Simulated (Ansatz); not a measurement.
# Zr under changes of volume

One of the cells (22.933 Å³/atom); the others are scaled copies at fixed shape and fractional positions:

```
CELL_PARAMETERS angstrom
0.00000 2.25500 2.25500
2.25500 0.00000 2.25500
2.25500 2.25500 0.00000
ATOMIC_POSITIONS crystal
Zr 0.00000 0.00000 0.00000
```

This isn't the form of Zr at room conditions, which is hcp.

| Quantity | Value |
| --- | --- |
| Program | Ansatz 0.2.0 |
| Functional | PBEsol |
| Dispersion | D4 |
| Potentials or basis | all-electron LAPW, scalar-relativistic |
| Cutoff | 160 eV (chosen from the basis error) |
| Basis error allowed | 0.002 eV/atom |
| k mesh | 10 × 10 × 10 |
| Occupations | fermi-dirac, width 0.01 eV |
| Spin | collinear spin, random start |
| Starting moments | [1.0] μB |
| Fixed moment | 1 μB |

```csv
volume (Å³/atom),energy over the lowest point (meV/atom),pressure (GPa)
21.557,19.80,5.8
22.016,6.70,3.4
22.475,0.34,1.1
22.933,0.00,-0.9
23.392,5.23,-2.7
23.851,15.36,-4.3
24.309,?,?
```

Question: What does the run at 24.309 Å³/atom give?

Answer: Energy over the lowest point 30.09 meV/atom; pressure -5.9 GPa.

Worked out: A Birch-Murnaghan fit of order 3 (a polynomial in V^(-2/3)) to the other rows has its minimum at 22.73 Å³/atom with B0 = V·E''(V) = 99 GPa and B' = 4.0. It gives 29.98 meV/atom at 24.309 Å³/atom, against the run's 30.09, and -dE/dV = -5.8 GPa, against -5.9.

Energies are extrapolated to zero smearing.

Caveats: the total moment is fixed, so each spin has its own Fermi level.
